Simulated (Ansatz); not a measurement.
Runs of Ansatz 0.2.0 on SiNi. Symmetry: Pnma, No. 62, orthorhombic system. Conventional cell: a = 5.173 Å, b = 3.338 Å, c = 5.605 Å, α = 90.00°, β = 90.00°, γ = 90.00°. Around Ni (site symmetry m) lie 6 Si at 2.28 to 2.40 Å. Si (site symmetry m) is surrounded by 6 Ni at 2.28 to 2.40 Å. 

```csv
level,gap on the mesh (eV),pressure (GPa),moment (μB),relaxed volume (Å³/atom)
PBE+D3(BJ),none,0.0,0.00,11.80
PBE+D4,none,0.0,0.00,11.82
PBE+D3(BJ)-ATM,none,0.0,0.00,11.88
PBE,none,0.0,0.00,(a)
```

Alike in all rows: task relaxation of cell and atoms; potentials or basis Ansatz PAW; spin collinear, ferromagnetic start; cell relaxed; k mesh 5 × 8 × 5; cutoff (eV) 420; smearing fermi-dirac 0.05 eV.

**Question.** Estimate the missing entries.

**Answer.** (a) 12.22.

Caveats: the plane-wave basis is chosen anew once the cell has moved, so the energies of steps on either side of that aren't comparable; the starting moments weren't kept; pairwise dispersion overbinds metals, which lowers pressure and volume (some runs).

A gap of «none» marks a metal or a gap under the smearing width.
